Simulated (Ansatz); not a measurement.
**CsCl (CsCl type) under strain**

CsCl built on the CsCl prototype, relaxed with r2SCAN in Ansatz 0.2.0. It is cubic, Pm-3m (No. 221); conventional cell a = 4.141 Å, 35.50 Å³ an atom. Cs has 8 Cl at 3.59 Å; Cl has 8 Cs at 3.59 Å.

The axes x, y and z are those of this cell:
```xyz
2
Lattice="4.1407 0.0000 0.0000 0.0000 4.1407 0.0000 0.0000 0.0000 4.1407" Properties=species:S:1:pos:R:3 pbc="T T T"
Cs    0.0000    0.0000    0.0000
Cl    2.0703    2.0703    2.0703
```

Unstrained: The PBE gap is direct at Γ: 5.214 eV. With r2SCAN the gap is 5.913 eV and direct, at Γ. With HSE06 the gap is 6.527 eV and direct, at Γ. Meshes: PBE 6×6×6, r2SCAN 6×6×6, HSE06 4×4×4. Strains are changes of length per length. After each strain the atoms were relaxed again with r2SCAN in this cell and within any symmetry left, so distortions that break it or need a larger cell weren't tested; points keep the names that they have in the unstrained zone. The values are computed, spin-unpolarised, and not measurements.

Changes of the least gap in eV (an overlap counts as a negative gap):
```csv
strain,volume change (%),space group,PBE,r2SCAN,HSE06,"energy rise, r2SCAN (meV/atom)"
isotropic -5.23 % on every length,-14.9,Pm-3m,-0.019,-0.218,-0.053,62.4
"epitaxial -2.92 % in the plane normal to [111], free normal strain +2.99 %",-2.9,R-3m,+0.121,-0.025,–,6.5
```

Isotropic -5.23 % on every length. HSE06: the gap goes from 6.527 to 6.474 eV (-0.053 eV). Stress change with r2SCAN, compression positive: xx +4.47, yy +4.47, zz +4.47 GPa. For HSE06, dE_g/d ln V = 0.3 eV over this step.

Epitaxial -2.92 % in the plane normal to [111], free normal strain +2.99 %. r2SCAN: the gap goes from 5.913 to 5.888 eV (-0.025 eV); with r2SCAN the top three valence levels at Γ, degenerate before, become 2+1 from the top over 39 meV. Stress change with r2SCAN, compression positive: xx +0.71, yy +0.71, zz +0.71, xy -0.34, xz -0.34, yz -0.34 GPa.

The runs are scalar-relativistic, without spin-orbit coupling.

The meshes of the hybrids are coarse, so their gaps aren't converged to the digits shown.

The splittings at Γ are without spin-orbit coupling, which regroups them where it is of like size.
